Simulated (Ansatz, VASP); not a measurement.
H in VASP and in Ansatz

```
H
1.0
     2.64964    0.00000    0.00000
     0.00000    2.64964    0.00000
     0.00000    0.00000    0.98049
H
1
Direct
  0.00000 0.00000 0.50000
```

Alike in both runs: task relaxation of cell and atoms; functional PBE; k mesh 10 × 10 × 26; occupations fermi-dirac, width 0.05 eV; no spin polarisation.

|  | VASP | Ansatz |
| --- | --- | --- |
| version | VASP 6.6.1 | Ansatz 0.2.0 |
| potentials or method | VASP PAW PBE potentials, release 64 (H_s) | Ansatz PAW |
| plane-wave cutoff (eV) | 900 | 420 |
| valence electrons in the cell | 1 | 1 |

VASP gave:

- gap on the k mesh at the Fermi level, each at its own relaxed structure (eV): none
- relaxed volume (Å³/atom): 11.41
- relaxed cell length with the largest relative difference (Å): 3.403
- energy change over the relaxation (meV/atom): -19

Task: Which values does Ansatz return?

Result: gap on the k mesh at the Fermi level, each at its own relaxed structure (eV): none; relaxed volume (Å³/atom): 11.49; relaxed cell length with the largest relative difference (Å): 3.413; energy change over the relaxation (meV/atom): -20.

A gap of «none» marks a metal or a gap that the smearing closes.

Caveats: the volume moved by over 15 % at a fixed basis, so the end points are rough; the plane-wave basis is chosen anew once the cell has moved, so the energies of steps on either side of that aren't comparable (Ansatz).
